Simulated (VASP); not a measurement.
## V: equation of state with PBE+D3(BJ)

V:

```
V
1.0
    -1.47882    1.47882    1.47882
     1.47882   -1.47882    1.47882
     1.47882    1.47882   -1.47882
V
1
Cartesian
  1.4788 1.4788 1.4788
```

```yaml
Program: VASP 6.6.1
Task: equation of state
Functional: PBE
Dispersion: D3(BJ)
Potentials_or_basis: VASP PAW PBE potentials, release 64 (V_sv)
Cutoff: 520 eV
k_mesh: 10 × 10 × 10
Occupations: fermi-dirac, width 0.05 eV
Spin: collinear spin, ferromagnetic start
Starting_moments: "[2.0] μB"
```

* Equilibrium volume: 12.95 Å³/atom
* Bulk modulus: 200 GPa
* Pressure derivative of the bulk modulus: 3.4 (rough: it moves with the points fitted)

Energy against volume, from the lowest point:
```tsv
volume (Å³/atom)	energy (meV/atom)
12.419	14.36
12.677	3.64
12.936	0.00
13.195	2.84
13.454	11.61
```

All runs of the series together: 71 s on 1 thread of Intel(R) Xeon(R) Platinum 8259CL CPU @ 2.50GHz (Skylake/Cascade Lake), on a shared host.
